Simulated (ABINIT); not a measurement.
Crystal: BAs.

```
As B
1.0
     0.00000    2.38850    2.38850
     2.38850    0.00000    2.38850
     2.38850    2.38850    0.00000
As B
1 1
Cartesian
  3.5827 3.5827 3.5827
  0.0000 0.0000 0.0000
```

Base run:

```yaml
Program: ABINIT 10.8.3 (patched build)
Functional: PBE0
Potentials_or_basis: SG15 NC PBE v1.2
Cutoff: 490 eV
k_mesh: 6 × 6 × 6
Occupations: fermi-dirac, width 0.05 eV
Spin: no spin polarisation
```

Its results: band gap on the k mesh 2.85 eV, indirect (least direct gap 5.01 eV).

Question: After a change of settings the same cell gave: band gap on the k mesh 1.60 eV, indirect (least direct gap 3.63 eV). Which change was it?
A. share of exact exchange from 0.25 to 0.05
B. share of exact exchange from 0.25 to 0.35
C. share of exact exchange from 0.25 to 0.15

Answer: A.

Caveats: exact exchange is summed on a coarse mesh, which widens gaps by tenths of an eV.
